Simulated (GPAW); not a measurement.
# Energy mapping worked by hand: free-standing square Cr monolayer, spacing 2.867 A

Can a spin model with one coupling foretell the energy of a further order of free-standing square Cr monolayer, spacing 2.867 A?

Main program and level: GPAW 26.7.0; LDA; plane waves with GPAW's PAW setups, scalar-relativistic.

## (1) The starting structure

The cell holds 1 atom: 1 Cr. Cell: a = 2.867 Å, b = 2.867 Å, c = 14.000 Å, α = 90.0°, β = 90.0°, γ = 90.0°. model lattice. Vacuum lies along c.

As a file:

```
Cr
1.0
     2.86700    0.00000    0.00000
     0.00000    2.86700    0.00000
     0.00000    0.00000   14.00000
Cr
1
Cartesian
  0.0000 0.0000 7.0000
```

## (2) The parallel order

All energies count from this run.

order1.py reads:

```python
import json
import numpy as np
from ase import Atoms
from ase.parallel import paropen, parprint
from gpaw import GPAW

atoms = Atoms(['Cr'],
    cell=[[2.867, 0.0, 0.0],
         [0.0, 2.867, 0.0],
         [0.0, 0.0, 14.0]],
    scaled_positions=[[0.0, 0.0, 0.5]],
    pbc=True,
    magmoms=[2.5])
atoms.calc = GPAW(mode={'name': 'pw', 'ecut': 550},
    xc='LDA',
    kpts={'size': (12, 12, 1), 'gamma': True},
    occupations={'name': 'fermi-dirac', 'width': 0.1},
    convergence={'density': 1e-05, 'energy': 1e-05},
    maxiter=200,
    symmetry={'tolerance': 1e-4},
    txt='order1.txt')
e = atoms.get_potential_energy(force_consistent=True)
res = {'free_energy': e, 'energy_sigma0': atoms.get_potential_energy(), 'fermi_energy': atoms.calc.get_fermi_level()}
res['moments'] = atoms.get_magnetic_moments().tolist()
res['total'] = atoms.get_magnetic_moment()
parprint('site moments (muB):', np.round(res['moments'], 3))
parprint(f"total moment: {res['total']:.3f} muB")
parprint(f'free energy: {e:.6f} eV')
atoms.calc.write('order1.gpw')
n = atoms.calc.get_pseudo_density()
up, down = (atoms.calc.get_pseudo_density(spin=i) for i in (0, 1))
np.savez('grids.npz', density=n, spin=up - down)
with paropen('results.json', 'w') as f:
    json.dump(res, f)
```

Started as:

```sh
> OMP_NUM_THREADS=1 python3 order1.py > order1.log
```

Numbers of over 12 decimals in the logs are rounded to 6 here.

What it wrote:

```text
site moments (muB): [3.843]
total moment: 4.903 muB
free energy: -6.857176 eV

--- order1.txt ---
Input parameters:
  mode=PW(ecut=550),
  convergence={'density': 1e-05, 'energy': 1e-05},
  kpts=MonkhorstPack(size=(12, 12, 1), gamma=True),
  maxiter=200,
  occupations=Occupations(name='fermi-dirac', width=0.1),
  symmetry=Symmetry(tolerance=0.0001),
  xc=XC(name='LDA')

Diagonalizing LCAO Hamiltonian
[...]
|          3 |        -2.783 |     0.939 |        -0.951 |     0.000 |
|          4 |        -2.783 |     0.939 |         0.869 |     0.000 |
|          5 |        -2.439 |     0.330 |         0.869 |     0.000 |
|          6 |        -2.372 |     0.202 |         1.225 |     0.000 |
|          7 |         1.241 |     0.000 |         1.571 |     0.000 |
|          8 |         2.331 |     0.000 |         2.596 |     0.000 |

No gap
No difference between direct/indirect transitions


[key lines of the parts left out:]
Free energy:      -6.857176
Converged in 26 steps
dipole moment: (-6.838805, -6.838805, 0.000077)  # |e|*Ang
Fermi level: -2.509
```

Run time: 16 s. Hardware: 1 MPI rank of AMD EPYC 9R45, shared host; peak memory 0.21 GiB.

Spin moment in the augmentation sphere by atom:

```tsv
atom	spin moment in the augmentation sphere (μB)
Cr1	3.84
```

Numbers from this step:

* magnetization: 4.903 μB
* final state: ferromagnetic

After 26 cycles the largest moment stands at 3.84 μB.

## (3) The orders used for the fit

The other orders were run with the same settings, on meshes that hold the same points. Free energies (smearing 0.1 eV, its entropy term included) are divided by the number of Cr atoms; q is in fractions of the reciprocal vectors of the first run's cell.

```tsv
order	atoms	mesh	free energy (eV)	eV per Cr	largest moment (μB)
F +	1	12×12×1	-6.8572	-6.8572	3.84
AF q=(0,1/2,0) +-	2	12×6×1	-14.2391	-7.1195	3.73
```

## (4) Counting neighbours

With E = −Σ J e_i·e_j over ordered pairs of unit vectors, turning a neighbour from parallel to opposed costs 2J a Cr atom. So an order lies 2 Σ n J over the parallel one, n being the opposed neighbours in each shell.

```tsv
shell	distance (Å)	neighbours	opposed in AF q=(0,1/2,0) +-	opposed in AF q=(1/2,1/2,0) +-
J1	2.87	4	2	4
J2	4.05	4	4	0
```

Only J1 is kept.

## (5) Solving

```
2 × 2 × J1 = -262.36 meV    (AF q=(0,1/2,0) +-)
J1 = -65.59 meV
```

## (6) The test

The couplings now give the orders that were left out:

```
2 × 4 × (-65.59) = -524.72 meV    (AF q=(1/2,1/2,0) +-)
```

The runs themselves:

```tsv
order	atoms	mesh	free energy (eV)	eV per Cr	largest moment (μB)	over the parallel order (meV)	foretold (meV)
AF q=(1/2,1/2,0) +-	2	6×12×1	-14.4345	-7.2173	3.60	-360.09	-524.72
```

## (7) One more shell

The miss asks for the next shell, which takes one more order into the fit and leaves none for a test.

```
2 × 2 × J1 + 2 × 4 × J2 = -262.36 meV    (AF q=(0,1/2,0) +-)
2 × 4 × J1 = -360.09 meV    (AF q=(1/2,1/2,0) +-)
J1 = -45.01 meV
J2 = -10.29 meV
```

## (8) Outcome

| Item | Value |
| --- | --- |
| J1 (Cr–Cr at 2.87 Å) | -65.6 meV |
| largest miss on the orders left out | 165 meV |
| J1 with 2 shells | -45.0 meV |
| J2 with 2 shells | -10.3 meV |

What this shows: The model misses the order left out by 165 meV, 46 % of the span of the orders, so it fails: these couplings alone don't describe the crystal. With the next shell added the couplings are J1 = -45.01 and J2 = -10.29 meV, untested. The first dropped shell that the test feels is J2 at 4.05 Å. The site moments spread by 6.4 % over the orders. In a metal couplings reach far, and the mesh was not tested. The couplings are effective ones: further shells with opposed neighbours are folded into them or show in the miss. No mean-field temperature is given: it needs a model that holds, an unfrustrated order and couplings in all three dimensions.

[Logs and program files are shortened in this print: banners, set-up blocks, solver, clock and traceback lines can be left out without a mark of their own.]

[Logs are printed without paths, hosts, clocks, repeated set-up lines and the standing remarks that a program may print on its own settings, such as how far it seeks lower states.]

[Hosts, paths, dates, database ids (printed as entryN), source tags and the programs' standing remarks are cut or masked in the printed files.]

[Where a cell is said to come from a database of computed structures, the database is the Materials Project.]
